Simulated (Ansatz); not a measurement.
# Si: the cost of one run

Program: Ansatz 0.2.0. Level of theory: DFT r2SCAN, scalar-relativistic, plane waves, PAW. These are calculated values, not measurements.

### 1 The system as given

Symmetry: Fd-3m, No. 227, cubic system. Conventional cell: a = 5.444 Å, b = 5.444 Å, c = 5.444 Å, α = 90.00°, β = 90.00°, γ = 90.00°. Around Si (site symmetry -43m) lie 4 Si at 2.36 Å.

Structure file:

```cif
data_structure
_symmetry_space_group_name_H-M 'Fd-3m:1'
_symmetry_Int_Tables_number 227
_cell_length_a 5.4437
_cell_length_b 5.4437
_cell_length_c 5.4437
_cell_angle_alpha 90.000
_cell_angle_beta 90.000
_cell_angle_gamma 90.000
_cell_volume 161.32
loop_
_atom_site_label
_atom_site_type_symbol
_atom_site_symmetry_multiplicity
_atom_site_Wyckoff_symbol
_atom_site_fract_x
_atom_site_fract_y
_atom_site_fract_z
_atom_site_occupancy
Si1 Si 8 b 0.25000 0.75000 0.25000 1
```

This is candidate A: structure listed in a database for this formula (Fd-3m, No. 227).

(A quick probe on a coarse mesh, which set the mesh and smearing, is not shown.)

### 3 Full relaxation (candidate A)

input.yaml reads:

```yaml
crystal:
  lattice:
    - [0.0, 2.7218511865, 2.7218511865]
    - [2.7218511865, 0.0, 2.7218511865]
    - [2.7218511865, 2.7218511865, 0.0]
  atoms:
    - { symbol: Si, position: [0.25, 0.25, 0.25] }
    - { symbol: Si, position: [0.0, 0.0, 0.0] }
basis:
  ecutwfc: 500
kpoints:
  mp_grid: { grid: [8, 8, 8] }
hamiltonian:
  xc: r2scan
scf:
  occupations: { method: gaussian, width: 0.02 }
output:
  forces: true
  stress: true
  eigenvalues: true
relax:
  adjacent_minimum: "off"
  f_tol: 0.01
  max_steps: 80
  cell: { stress_tol: 0.05 }
```

What time and memory should one allow on 1 thread of an x86-64 CPU, shared host?

About 3.6 s, with a peak of 0.44 GiB.
